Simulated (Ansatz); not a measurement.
RuO2 (rutile)

```xyz
6
Lattice="4.5234 0.0000 0.0000 0.0000 4.5234 0.0000 0.0000 0.0000 3.1190" Properties=species:S:1:pos:R:3 pbc="T T T"
Ru     2.2617     2.2617     1.5595
Ru     0.0000     0.0000     0.0000
O      3.6444     3.6444     1.5595
O      1.3827     3.1407     0.0000
O      3.1407     1.3827     0.0000
O      0.8790     0.8790     1.5595
```

In this cell atom 4 (O, nearest neighbour Ru at 1.955 Å; its periodic images, 3.1 Å or more away, move with it) is moved by s towards the nearest neighbour, unit vector (-0.707, 0.707, 0.000); all other atoms and the cell stay fixed.

Method: PBE (plane waves to 420 eV, PAW, scalar-relativistic; Ansatz, an electronic-structure program). k mesh 8×8×12 (Γ-centred), Fermi-Dirac smearing 0.05 eV. Energies are smeared free energies. Compression counts positive. Left out: 2 of 11 points, with atoms too close for the PAW data. With partly filled bands, energies and forces of such displacements shift with the k mesh and the smearing. F∥ is the force on the atom along that direction. RuO2 is run without spin polarisation and with no Hubbard U. RuO2 was relaxed with its symmetry unable to fall. The zero of ΔE is the undisplaced structure.

```
s (Å)   P (GPa)  ΔE (eV/cell)  F∥ (eV/Å)
------  -------  ------------  ---------
-0.590     28.7             ?          ?
-0.472     19.5         2.326      9.337
-0.354     12.0         1.341      7.335
-0.236      5.9             ?      5.110
-0.118      1.8         0.149      2.543
0.000       0.0         0.000      0.001
0.118       1.0         0.151     -2.615
0.236       5.5         0.652     -6.148
0.354      14.7         1.698    -12.137
```

### Question
Fill in the missing entries.

### Answer

- -0.590, ΔE (eV/cell): 3.561
- -0.590, F∥ (eV/Å): 11.649
- -0.236, ΔE (eV/cell): 0.602

(For displaced atoms, the force is minus the slope of the energy, and its curvature is a force constant, which sets phonon frequencies.)
